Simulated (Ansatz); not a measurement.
MnO, 2 atoms in the cell. It takes space group Fm-3m (No. 225, cubic). The conventional cell has a = 4.448 Å, b = 4.448 Å, c = 4.448 Å, α = 90.00°, β = 90.00°, γ = 90.00°. Mn (site symmetry m-3m) is surrounded by 6 O at 2.22 Å. O (site symmetry m-3m) is surrounded by 6 Mn at 2.22 Å. The cell is a database's computed one.

| Quantity | Value |
| --- | --- |
| Program | Ansatz 0.2.0 |
| Task | relaxation of cell and atoms |
| Functional | HSE03 |
| Potentials or basis | Ansatz PAW |
| Cutoff | 420 eV (not typed: the program's choice for these potentials) |
| k mesh | 5 × 5 × 5 |
| Occupations | fermi-dirac, width 0.05 eV |
| Spin | collinear spin, ferromagnetic start |
| Starting moments | [4.0, 0.0] μB |

Potentials or basis: Ansatz PAW.

Command:

```bash
$ ansatz run input.yaml --threads 2 --pin off --max-ram 5632MiB --backend cpu --events-out ev --progress --plain --runs-dir out
```

Hardware: 2 threads of Arm Neoverse V2, on a shared host.

Question: Estimate the wall time of this run.

Answer: Wall time 39 s on 2 threads of Arm Neoverse V2 (shared host), peak memory 0.62 GiB. Counts: scf iterations 70, plane waves 411, k points 10, bands 17, ion steps 4.
